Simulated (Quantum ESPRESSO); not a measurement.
Set up this calculation in Quantum ESPRESSO 7.5, as the native input.

```
Task                : band structure
Functional          : PBE
Potentials or basis : PseudoDojo 0.4.1 SR PBE standard
Cutoff              : 789 eV
Density cutoff      : 3157 eV
k mesh              : 7 × 7 × 4
Occupations         : fermi-dirac, width 0.05 eV
Spin                : no spin polarisation
Mixing beta         : 0.5
Most SCF iterations : 120
SCF threshold       : 8e-10 Ry
```

The system is Cl.

```xyz
4
Lattice="3.1450 -2.2500 0.0000 3.1450 2.2500 0.0000 0.0000 0.0000 8.2100" Properties=species:S:1:pos:R:3 pbc="T T T"
Cl    3.1450    0.5850    3.2840
Cl    3.1450    1.6650    7.3890
Cl    3.1450   -0.5850    4.9260
Cl    3.1450   -1.6650    0.8210
```

These files were run (other wordings do the same):

pw.in

```
&CONTROL
  calculation = 'scf'
  prefix = 'pwscf'
  outdir = './tmp'
  pseudo_dir = './pseudo'
  tprnfor = .true.
  tstress = .true.
  disk_io = 'low'
/
&SYSTEM
  ibrav = 0
  nat = 4
  ntyp = 1
  ecutwfc = 58
  nbnd = 21
  occupations = 'smearing'
  smearing = 'fd'
  degauss = 0.00367493
/
&ELECTRONS
  conv_thr = 8d-10
  electron_maxstep = 120
  mixing_beta = 0.5
/
ATOMIC_SPECIES
Cl    35.4500 Cl.upf
CELL_PARAMETERS angstrom
   3.1450000000   -2.2500000000    0.0000000000
   3.1450000000    2.2500000000    0.0000000000
   0.0000000000    0.0000000000    8.2100000000
ATOMIC_POSITIONS angstrom
Cl     3.1450000000    0.5850000000    3.2840000000
Cl     3.1450000000    1.6650000000    7.3890000000
Cl     3.1450000000   -0.5850000000    4.9260000000
Cl     3.1450000000   -1.6650000000    0.8210000000
K_POINTS automatic
7 7 4 0 0 0
```

bands.in

```
&CONTROL
  calculation = 'bands'
  prefix = 'pwscf'
  outdir = './tmp'
  pseudo_dir = './pseudo'
  disk_io = 'low'
  verbosity = 'high'
/
&SYSTEM
  ibrav = 0
  nat = 4
  ntyp = 1
  ecutwfc = 58
  nbnd = 21
  occupations = 'smearing'
  smearing = 'fd'
  degauss = 0.00367493
/
&ELECTRONS
  conv_thr = 1d-08
  electron_maxstep = 120
  mixing_beta = 0.5
  diago_full_acc = .true.
/
ATOMIC_SPECIES
Cl    35.4500 Cl.upf
CELL_PARAMETERS angstrom
   3.1450000000   -2.2500000000    0.0000000000
   3.1450000000    2.2500000000    0.0000000000
   0.0000000000    0.0000000000    8.2100000000
ATOMIC_POSITIONS angstrom
Cl     3.1450000000    0.5850000000    3.2840000000
Cl     3.1450000000    1.6650000000    7.3890000000
Cl     3.1450000000   -0.5850000000    4.9260000000
Cl     3.1450000000   -1.6650000000    0.8210000000
K_POINTS crystal
60
 0.0000000000  0.0000000000  0.0000000000 1
 0.0539938443 -0.0539938443  0.0000000000 1
 0.1079876887 -0.1079876887  0.0000000000 1
 0.1619815330 -0.1619815330  0.0000000000 1
 0.2159753774 -0.2159753774  0.0000000000 1
 0.2699692217 -0.2699692217  0.0000000000 1
 0.3239630661 -0.3239630661  0.0000000000 1
 0.3779569104 -0.3779569104  0.0000000000 1
 0.2834676828 -0.4084676828  0.0000000000 1
 0.1889784552 -0.4389784552  0.0000000000 1
 0.0944892276 -0.4694892276  0.0000000000 1
 0.0000000000 -0.5000000000  0.0000000000 1
 0.0000000000 -0.5000000000 -0.2500000000 1
 0.0000000000 -0.5000000000 -0.5000000000 1
 0.0944892276 -0.4694892276 -0.5000000000 1
 0.1889784552 -0.4389784552 -0.5000000000 1
 0.2834676828 -0.4084676828 -0.5000000000 1
 0.3779569104 -0.3779569104 -0.5000000000 1
 0.3307122966 -0.3307122966 -0.5000000000 1
 0.2834676828 -0.2834676828 -0.5000000000 1
 0.2362230690 -0.2362230690 -0.5000000000 1
 0.1889784552 -0.1889784552 -0.5000000000 1
 0.1417338414 -0.1417338414 -0.5000000000 1
 0.0944892276 -0.0944892276 -0.5000000000 1
 0.0472446138 -0.0472446138 -0.5000000000 1
 0.0000000000  0.0000000000 -0.5000000000 1
 0.0000000000  0.0000000000 -0.2500000000 1
 0.0000000000  0.0000000000  0.0000000000 1
-0.0555555556 -0.0555555556  0.0000000000 1
-0.1111111111 -0.1111111111  0.0000000000 1
-0.1666666667 -0.1666666667  0.0000000000 1
-0.2222222222 -0.2222222222  0.0000000000 1
-0.2777777778 -0.2777777778  0.0000000000 1
-0.3333333333 -0.3333333333  0.0000000000 1
-0.3888888889 -0.3888888889  0.0000000000 1
-0.4444444444 -0.4444444444  0.0000000000 1
-0.5000000000 -0.5000000000  0.0000000000 1
-0.4389784552 -0.5610215448  0.0000000000 1
-0.3779569104 -0.6220430896  0.0000000000 1
-0.3779569104 -0.6220430896 -0.1666666667 1
-0.3779569104 -0.6220430896 -0.3333333333 1
-0.3779569104 -0.6220430896 -0.5000000000 1
-0.4186379403 -0.5813620597 -0.5000000000 1
-0.4593189701 -0.5406810299 -0.5000000000 1
-0.5000000000 -0.5000000000 -0.5000000000 1
-0.5000000000 -0.5000000000 -0.3333333333 1
-0.5000000000 -0.5000000000 -0.1666666667 1
-0.5000000000 -0.5000000000  0.0000000000 1
 0.0000000000  0.0000000000 -0.5000000000 1
-0.0454545455 -0.0454545455 -0.5000000000 1
-0.0909090909 -0.0909090909 -0.5000000000 1
-0.1363636364 -0.1363636364 -0.5000000000 1
-0.1818181818 -0.1818181818 -0.5000000000 1
-0.2272727273 -0.2272727273 -0.5000000000 1
-0.2727272727 -0.2727272727 -0.5000000000 1
-0.3181818182 -0.3181818182 -0.5000000000 1
-0.3636363636 -0.3636363636 -0.5000000000 1
-0.4090909091 -0.4090909091 -0.5000000000 1
-0.4545454545 -0.4545454545 -0.5000000000 1
-0.5000000000 -0.5000000000 -0.5000000000 1
```

Potentials or basis: PseudoDojo 0.4.1 SR PBE standard.

The run is started by

```console
$ OMP_NUM_THREADS=1 pw.x -in pw.in > pw.out
$ OMP_NUM_THREADS=1 pw.x -in bands.in > bands.out
```

It gave:

The pressure is 0.6 GPa, the largest force is 0.095 eV/Å and the band gap on the k mesh is 2.47 eV, indirect (least direct gap 2.53 eV). The band gap along the path is 2.46 eV, indirect (least direct gap 2.51 eV).

Caveat: some levels on the path didn't converge.

Wall time 97 s on 1 thread of Intel(R) Xeon(R) 6975P-C (Granite Rapids), with other jobs on the host, peak memory 0.17 GiB.
